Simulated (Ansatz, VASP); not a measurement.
# One calculation of InSb, two programs

INCAR

```
SYSTEM = InSb
PREC = Accurate ; ENCUT = 520
EDIFF = 1E-6 ; ISMEAR = -1
SIGMA = 0.03 ; LREAL = .FALSE.
LASPH = .TRUE. ; NELM = 100
ALGO = Normal ; ISIF = 2
LWAVE = .FALSE. ; LCHARG = .FALSE.
GGA = PE ; NBANDS = 16
```

File KPOINTS:

```
regular mesh
0
G
  10 10 10
  0 0 0
```

Contents of POSCAR:

```
InSb
1.0
    0.0000000000      3.3362730000      3.2391000000
    3.3362730000      0.0000000000      3.2391000000
    3.3362730000      3.3362730000      0.0000000000
In Sb
1 1
Direct
    0.0000000000      0.0000000000      0.0000000000
    0.7500000000      0.7500000000      0.7500000000
```

Input for Ansatz:

```yaml
crystal:
  lattice:
    - [0.0, 3.336273, 3.2391]
    - [3.336273, 0.0, 3.2391]
    - [3.336273, 3.336273, 0.0]
  atoms:
    - { symbol: In, position: [0.0, 0.0, 0.0] }
    - { symbol: Sb, position: [0.75, 0.75, 0.75] }
kpoints:
  mp_grid: { grid: [10, 10, 10] }
  band_path:
    path:
      - [0.0, 0.0, 0.0]
      - [0.0, 0.5, 0.5]
      - [0.25, 0.75, 0.5]
      - [0.0, 0.5, 0.0]
      - [0.0, 0.0, 0.0]
      - [0.5, 0.5, 0.0]
      - [0.3826125, 0.6173875, 0.0]
      - [-0.3826125, 0.3826125, 0.0]
      - [0.0, 0.0, 0.0]
    npoints: 5
scf:
  occupations: { method: fermi_dirac, width: 0.03 }
hamiltonian:
  xc: pbe
  pseudopotentials: { kind: all_electron, lapw: { basis_error: 0.00025 } }
output:
  forces: true
  stress: true
  eigenvalues: true
```

Change from the starting cell: equal xx and yy strain of +3 %.

Alike in both runs: task single point; functional PBE; k mesh 10 × 10 × 10; occupations fermi-dirac, width 0.03 eV; no spin polarisation.

```csv
,VASP,Ansatz
version,VASP 6.6.1,Ansatz 0.2.0
potentials or method,"VASP PAW PBE potentials, release 64 (In_d, Sb)","all-electron LAPW, scalar-relativistic"
plane-wave cutoff (eV),520,see its input
```

```csv
,VASP,Ansatz,Ansatz less VASP
pressure (GPa),0.4,0.5,+0.03
largest component of the traceless stress (GPa),0.49,0.48,-0.001
```

Ansatz ran all-electron here, so the differences hold the error of VASP's frozen core and of both bases.

Caveats: spin-orbit coupling is left out, which moves the levels of the heavy elements.
